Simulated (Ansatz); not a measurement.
Structural energy differences of molybdenum

These are results of DFT, r2SCAN, plane waves (500 eV) with PAW, scalar-relativistic (Ansatz), not measurements. (PAW data from PBE, frozen cores regenerated.)

Each structure is relaxed within its own symmetry, so a high-lying one may be dynamically unstable.

```
        structure  ΔE (meV/atom)  V (Å³/atom)                                    cell     magnetic state
              bcc              0        15.67                             a = 3.153 Å  spin not included
              A15            113        15.86                             a = 5.025 Å  spin not included
omega (AlB2-type)            446        15.94  a = 4.655 Å, c = 2.548 Å (c/a = 0.547)  spin not included
             dhcp            486        15.94  a = 2.752 Å, c = 9.722 Å (c/a = 3.533)  spin not included
              fcc            488        15.86                             a = 3.988 Å  spin not included
              hcp            500        15.97  a = 2.738 Å, c = 4.919 Å (c/a = 1.796)  spin not included
     simple cubic           1215        17.41                             a = 2.592 Å  spin not included
          diamond           2349        22.56                             a = 5.651 Å  spin not included
```

ΔE counts from bcc.

Differences under about 8 meV lie within the error of the k-point mesh.
